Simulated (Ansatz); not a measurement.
(001) slab of rocksalt RbBr, 30.8 Å thick as cut, bare faces

Ansatz, PAW, plane waves, no spin–orbit coupling unless named; atoms relaxed with PBEsol, the curve by HSE06. The curve holds the local part of the PAW potentials, so its shape inside matter depends on the files.

```xyz
20
Lattice="3.4250 3.4250 0.0000 -3.4250 3.4250 0.0000 0.0000 0.0000 43.8250" Properties=species:S:1:pos:R:3 pbc="T T T"
Br    0.0033    3.4224    6.5049
Br   -0.0042    3.4209   13.3492
Br   -0.0035    3.4114   20.1976
Br   -0.0074    3.4296   27.0466
Br   -0.0038    3.4359   33.8927
Br   -0.0033    6.8461    9.9267
Br   -0.0037    6.8424   16.7774
Br   -0.0013    6.8475   23.6234
Br   -0.0080    0.0169   30.4719
Br    0.0043    0.0191   37.3128
Rb    0.0033    6.8465    6.5450
Rb   -0.0048    6.8416   13.3515
Rb   -0.0039    6.8385   20.1982
Rb    3.4163    3.4267   27.0484
Rb   -0.0029    0.0079   33.9015
Rb   -0.0031    3.4180    9.9165
Rb   -0.0047    3.4185   16.7717
Rb   -0.0021    3.4213   23.6189
Rb   -0.0084    3.4385   30.4680
Rb    0.0041    3.4429   37.2720
```

Planar mean of the electrostatic potential energy along the normal, from the vacuum level:

z (Å), v (eV) and a bar:
```
     0.00       0.00 ##############################
     0.29       0.00 ##############################
     0.73       0.00 ##############################
     1.02       0.00 ##############################
     1.31       0.00 ##############################
     1.75       0.00 ##############################
     2.05       0.00 ##############################
     2.34       0.00 ##############################
     2.63      -0.01 ##############################
     3.07      -0.01 ##############################
     3.36      -0.01 ##############################
     3.65      -0.01 ##############################
     4.09      -0.04 ##############################
     4.38      -0.07 ##############################
     4.67      -0.16 ##############################
     4.97      -0.37 #############################
     5.41      -1.37 ############################
     5.70      -3.43 ########################
     5.99      -8.60 ##############
     6.43     -16.15 #
     6.72     -15.32 ##
     7.01      -9.79 ############
     7.45      -2.48 #########################
     7.74      -1.06 ############################
     8.03      -0.53 #############################
     8.33      -0.48 #############################
     8.77      -1.26 ############################
     9.06      -3.03 ########################
     9.35      -7.86 ################
     9.79     -15.95 #
    10.08     -15.68 ##
    10.37     -10.53 ###########
    10.81      -2.79 #########################
    11.10      -1.16 ############################
    11.39      -0.54 #############################
    11.69      -0.42 #############################
    12.12      -1.02 ############################
    12.42      -2.41 ##########################
    12.71      -6.41 ##################
    13.15     -15.15 ##
    13.44     -16.27 
    13.73     -12.04 ########
    14.17      -3.52 ########################
    14.46      -1.43 ###########################
    14.75      -0.64 #############################
    15.05      -0.43 #############################
    15.48      -0.86 ############################
    15.78      -1.99 ##########################
    16.07      -5.21 #####################
    16.51     -14.21 ####
    16.80     -16.52 
    17.09     -13.29 ######
    17.53      -4.39 ######################
    17.82      -1.70 ###########################
    18.11      -0.73 #############################
    18.41      -0.42 #############################
    18.84      -0.71 #############################
    19.14      -1.64 ###########################
    19.43      -4.18 ######################
    19.87     -13.05 ######
    20.16     -16.48 
    20.45     -14.41 ####
    20.89      -5.44 ####################
    21.18      -2.05 ##########################
    21.47      -0.88 ############################
    21.91      -0.42 #############################
    22.20      -0.61 #############################
    22.50      -1.36 ############################
    22.79      -3.36 ########################
    23.23     -11.77 #########
    23.52     -16.18 #
    23.81     -15.29 ##
    24.25      -6.64 ##################
    24.54      -2.49 #########################
    24.83      -1.04 ############################
    25.13      -0.49 #############################
    25.56      -0.51 #############################
    25.86      -1.11 ############################
    26.15      -2.67 #########################
    26.59     -10.31 ###########
    26.88     -15.56 ##
    27.17     -16.00 #
    27.61      -8.05 ###############
    27.90      -3.11 ########################
    28.19      -1.27 ############################
    28.49      -0.58 #############################
    28.92      -0.47 #############################
    29.22      -0.93 ############################
    29.51      -2.20 ##########################
    29.95      -8.92 ##############
    30.24     -14.76 ###
    30.53     -16.39 
    30.97      -9.42 #############
    31.26      -3.85 #######################
    31.55      -1.52 ###########################
    31.85      -0.66 #############################
    32.28      -0.42 #############################
    32.58      -0.76 #############################
    32.87      -1.79 ###########################
    33.31      -7.44 ################
    33.60     -13.63 #####
    33.89     -16.53 
    34.33     -10.95 ##########
    34.62      -4.87 #####################
    34.91      -1.87 ###########################
    35.21      -0.81 #############################
    35.64      -0.44 #############################
    35.94      -0.72 #############################
    36.23      -1.64 ###########################
    36.67      -6.72 ##################
    36.96     -13.07 ######
    37.25     -16.46 
    37.69     -11.59 #########
    37.98      -5.48 ####################
    38.27      -2.05 ##########################
    38.57      -0.84 ############################
    39.00      -0.22 ##############################
    39.30      -0.09 ##############################
    39.59      -0.03 ##############################
    40.03      -0.01 ##############################
    40.32       0.00 ##############################
    40.61       0.00 ##############################
    41.05       0.00 ##############################
    41.34       0.00 ##############################
    41.63       0.00 ##############################
    42.07       0.00 ##############################
    42.36       0.00 ##############################
    42.66       0.00 ##############################
    42.95       0.00 ##############################
    43.39       0.00 ##############################
    43.68       0.00 ##############################
```

**Question.** How far below the vacuum level do the top filled and the lowest empty level lie, by each functional?

**Answer.** PBEsol: 5.86 and 1.68 eV (gap 4.19 eV, a 6×6×1 mesh); HSE06: 6.63 and 1.19 eV (gap 5.44 eV, a 4×4×1 mesh). Either level can be a surface state and not a band edge of the crystal.
